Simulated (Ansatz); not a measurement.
Sb$_{2}$Te$_{3}$:
```yaml
crystal:
  lattice:
    - [2.16888, 1.25221, 10.46221]
    - [-2.16888, 1.25221, 10.46221]
    - [0.00000, -2.50441, 10.46221]
  atoms:
    - { symbol: Sb, position: [0.39673, 0.39673, 0.39673] }
    - { symbol: Sb, position: [0.60327, 0.60327, 0.60327] }
    - { symbol: Te, position: [0.00000, 0.00000, 0.00000] }
    - { symbol: Te, position: [0.21568, 0.21568, 0.21568] }
    - { symbol: Te, position: [0.78432, 0.78432, 0.78432] }
```

Plane-wave PAW PBE (Ansatz code) gives a gap of 0.19 eV without spin–orbit coupling, maximum at Γ, minimum at Γ.

Question: What happens when spin–orbit coupling is switched on?

Answer: The gap decreases by 0.09 eV, to 0.10 eV; maximum at Γ, minimum at Γ.

Question: Give the electron effective mass with spin–orbit coupling.

Answer: 0.049 along x (mₑ).

Question: Give the hole effective mass with spin–orbit coupling.

Answer: 0.075, 0.075, 0.39 mₑ (principal values).

Space group R-3m. The PBE relaxation kept the symmetry of its start.

Potentials: the later of the program's two PAW sets.
